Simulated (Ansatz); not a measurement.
## TiO₂: from a first guess to the relaxed CdI2 type

First guess:

```yaml
crystal:
  lattice:
    - [2.88784, 0.00000, 0.00000]
    - [-1.44392, 2.50094, 0.00000]
    - [0.00000, 0.00000, 4.62054]
  atoms:
    - { symbol: Ti, position: [0.00000, 0.00000, 0.00000] }
    - { symbol: O, position: [0.33333, 0.66667, 0.25000] }
    - { symbol: O, position: [0.66667, 0.33333, 0.75000] }
```

Computed with DFT, PBE, PAW with Ansatz's default frozen-core files, scalar-relativistic (Ansatz 0.2.0).

Cell and atoms relax within the symmetry of the start on a 13×13×7 k mesh with 0.05 eV Fermi–Dirac smearing.

The start is built from a prototype, known or not as a phase of this compound; the cutoff is 420 eV.

Task: What is the pressure of the first guess?

Result: -6.40 GPa.

Task: What does it relax to?

Result: a = 2.989 Å, b = 2.989 Å, c = 5.493 Å, α = 90.00°, β = 90.00°, γ = 120.00° (conventional cell), 14.17 Å³ per atom:
```
CELL_PARAMETERS angstrom
2.98939 0.00000 0.00000
-1.49469 2.58889 0.00000
0.00000 0.00000 5.49315
ATOMIC_POSITIONS crystal
Ti 0.00000 0.00000 0.00000
O 0.33333 0.66667 0.17566
O 0.66667 0.33333 0.82434
```

Task: How much energy does the relaxation release?

Result: 216 meV/atom.
